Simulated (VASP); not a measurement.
A run of VASP 6.6.1 is set up as follows.

Contents of INCAR:

```
SYSTEM = CO2
  PREC = Accurate
  ENCUT = 520
  EDIFF = 1E-6
  ISMEAR = -1
  SIGMA = 0.02
  LREAL = Auto
  LASPH = .True.
  NELM = 60
  ALGO = Normal
  ISIF = 2
  LWAVE = .False.
  LCHARG = .False.
  GGA = PE
  IVDW = 12
  NBANDS = 101
```

The input KPOINTS:

```
Automatic mesh
0
Gamma
  1 1 1
  0 0 0
```

File POSCAR:

```
CO2
1.0
    8.7065880000      0.0000000000      0.0000000000
    0.0000000000      8.7065880000      0.0000000000
    0.0000000000      0.0000000000      8.7065880000
C O
10 20
Direct
    0.9587797194      0.2003999730      0.0912297676
    0.1760620808      0.5233852802      0.5008391347
    0.6461084411      0.0857511576      0.8651609563
    0.8579480274      0.0681667721      0.4777646536
    0.2542212862      0.8584648774      0.2740683262
    0.4260566826      0.7220279632      0.8806090285
    0.7483528565      0.5869463445      0.3312434216
    0.2496155785      0.3758418338      0.0332391977
    0.8816427285      0.7769633753     -0.0611720688
    0.2157446752      0.0928262598      0.6729731555
    0.9259884584      0.2794665373      0.1955760397
    0.9811076394      0.1293388409     -0.0180782644
    0.1681944753      0.6279957200      0.5883360968
    0.1811616675      0.4149501504      0.4251033815
    0.6647839544      0.0563825921      0.9933052994
    0.6473144244      0.0939633298      0.7294246610
    0.8002216253     -0.0309076299      0.4087479504
    0.9133198906      0.1732825764      0.5356748246
    0.1754188897      0.9666932672      0.2562772007
    0.3427060061      0.7584371742      0.2949260950
    0.4837486281      0.6209780456      0.8115234119
    0.3681120549      0.8246514019      0.9438944395
    0.8290963119      0.5518464868      0.4294104648
    0.6630726066      0.6163838234      0.2298144807
    0.1590060308      0.4758121092      0.0196173289
    0.3388009172      0.2739419851      0.0569683555
    0.9405062006      0.7662473520      0.0539935966
    0.8152906741      0.7848080098     -0.1823791364
    0.2064069185      0.2179384163      0.7257952254
    0.2388995551     -0.0310454566      0.6229765323
```

Potentials or basis: VASP PAW PBE potentials, release 64 (C, O).

Command:

```sh
$ cat potpaw_PBE.64/C/POTCAR potpaw_PBE.64/O/POTCAR > POTCAR
$ mpirun -np 1 vasp_gam > vasp.out
```

Predict the pressure.

0.9 GPa.

What does it give for the dispersion energy per atom?

-0.045 eV.

Estimate the largest force.

6.913 eV/Å.

Forces on the atoms (eV/Å):
```
C   -1.070  1.509  1.637
C   -0.333  2.259  2.546
C    0.767 -0.706 -2.808
C   -0.743 -0.823 -1.160
C    0.594  0.416  0.170
C    0.546 -0.974 -1.020
C   -2.047  0.500 -2.389
C    0.999 -1.085  0.750
C   -3.353  0.285 -6.039
C    0.727  0.597  0.334
O    0.165 -0.091  0.342
O    0.839 -1.534 -1.978
O    0.106 -0.614 -0.851
O    0.245 -1.703 -1.681
O   -0.381  0.141  2.299
O   -0.717  0.602  0.588
O   -0.499 -1.184 -0.410
O    1.270  1.923  1.513
O   -0.283 -0.161 -0.063
O   -0.362 -0.201 -0.078
O   -0.100  0.034  0.295
O   -0.495  0.916  0.680
O    1.812 -0.540  2.160
O    0.239  0.068  0.198
O    0.415 -0.272 -0.249
O   -1.164  1.451 -0.549
O    2.339 -0.325  4.283
O    1.118 -0.011  1.792
O   -0.187 -0.842 -0.393
O   -0.445  0.366  0.081
```

Caveat: the standard files for N, O and F lose accuracy on very short bonds.
